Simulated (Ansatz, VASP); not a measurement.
Ir: VASP beside Ansatz

```
CELL_PARAMETERS angstrom
0.00000 1.91970 1.91970
1.91970 0.00000 1.91970
1.91970 1.91970 0.00000
ATOMIC_POSITIONS crystal
Ir 0.00000 0.00000 0.00000
```

Alike in both runs: task single point; functional PBE; k mesh 15 × 15 × 15; occupations fermi-dirac, width 0.05 eV; no spin polarisation.

|  | VASP | Ansatz |
| --- | --- | --- |
| version | VASP 6.6.1 | Ansatz 0.2.0 |
| potentials or method | VASP PAW PBE potentials, release 64 (Ir), cutoff 520 eV | all-electron LAPW, scalar-relativistic |

|  | VASP | Ansatz | Ansatz less VASP |
| --- | --- | --- | --- |
| pressure (GPa) | 9.5 | 8.8 | -0.68 |

Ansatz ran all-electron here, so the differences hold the error of VASP's frozen core and of both bases.

Spin-orbit coupling is left out, which matters for the levels of Ir.
